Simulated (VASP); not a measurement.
# WSe2: relaxation of the atoms with PBE+D3(BJ)

WSe2, a sheet with vacuum:

```
Se W
1.0
     3.28200    0.00000    0.00000
    -1.64100    2.84230    0.00000
     0.00000    0.00000   34.31000
Se W
6 3
Direct
  0.66667 0.33333 0.26231
  0.66667 0.33333 0.35995
  0.33333 0.66667 0.45118
  0.33333 0.66667 0.54882
  0.66667 0.33333 0.64005
  0.66667 0.33333 0.73769
  0.33333 0.66667 0.31113
  0.66667 0.33333 0.50000
  0.33333 0.66667 0.68887
```

The cell was built by a generator and needn't be a form met in nature.

```yaml
Program: VASP 6.6.1
Task: relaxation of the atoms
Functional: PBE
Dispersion: D3(BJ)
Potentials_or_basis: VASP PAW PBE potentials, release 64 (Se, W_sv)
Cutoff: 520 eV
k_mesh: 9 × 9 × 1
Occupations: fermi-dirac, width 0.05 eV
Spin: no spin polarisation
Further_INCAR_settings: ALGO = Fast; EDIFF = 1e-06; IBRION = 2; EDIFFG = -0.01; NSW = 40
```

- Energy gained by relaxing: 1.4 meV/atom
- Ionic steps: 27
- Largest force after relaxing: 0.003 eV/Å
- Band gap on the k mesh: 1.19 eV, indirect (least direct gap 1.60 eV)
- Dispersion energy per atom: -0.426 eV

Forces on the atoms (eV/Å):
```
Se   0.000  0.000  0.003
Se   0.000  0.000  0.002
Se   0.000  0.000 -0.001
Se   0.000  0.000  0.001
Se   0.000  0.000 -0.002
Se   0.000  0.000 -0.003
W    0.000  0.000  0.000
W    0.000  0.000  0.000
W    0.000  0.000  0.000
```

Step by step:
```
step  energy change (eV)  largest force (eV/Å)  pressure (GPa)
   1              0.0000                0.2577            0.57
   2             -0.0095                0.0485           -0.02
   3             -0.0096                0.0184           -0.11
   4             -0.0096                0.0200           -0.10
   5             -0.0097                0.0202           -0.10
   6             -0.0097                0.0575           -0.10
   7             -0.0098                0.0555           -0.10
   8             -0.0098                0.0523           -0.10
   9             -0.0099                0.0474           -0.10
  10             -0.0101                0.0339           -0.10
  11             -0.0104                0.0272           -0.10
  12             -0.0108                0.0613           -0.10
  13             -0.0108                0.0757           -0.09
  14             -0.0108                0.1124           -0.09
  15             -0.0108                0.0938           -0.09
  16             -0.0109                0.0942           -0.09
  17             -0.0110                0.0902           -0.09
  18             -0.0112                0.0867           -0.09
  19             -0.0116                0.0827           -0.08
  20             -0.0121                0.0763           -0.06
  21             -0.0120                0.0624           -0.03
  22             -0.0122                0.0712           -0.05
  23             -0.0125                0.0427           -0.03
  24             -0.0126                0.0272           -0.01
  25             -0.0126                0.0272           -0.01
  26             -0.0126                0.0113            0.00
  27             -0.0126                0.0032            0.01
```

Final structure:
```
Se W
1.0
     3.28200    0.00000    0.00000
    -1.64100    2.84230    0.00000
     0.00000    0.00000   34.31000
Se W
6 3
Direct
  0.66667 0.33333 0.26399
  0.66667 0.33333 0.36236
  0.33333 0.66667 0.45085
  0.33333 0.66667 0.54915
  0.66667 0.33333 0.63763
  0.66667 0.33333 0.73601
  0.33333 0.66667 0.31319
  0.66667 0.33333 0.50000
  0.33333 0.66667 0.68681
```

Levels at points of the mesh, in eV from the valence-band top:
```
           k point  band 35  band 36  band 37  band 38  band 39  band 40  band 41  band 42  band 43  band 44
(0.00, 0.00, 0.00)    -1.37    -1.37    -0.91    -0.28     0.00     2.71     2.71     2.73     2.73     2.77
```

Run time: 22 min on 1 thread of Intel(R) Xeon(R) 6975P-C (Granite Rapids), with other jobs on the host, peak memory 0.5 GiB.

Caveat: spin-orbit coupling is left out, which moves the levels of the heavy elements. As with any semilocal functional, this PBE gap is likely too small.
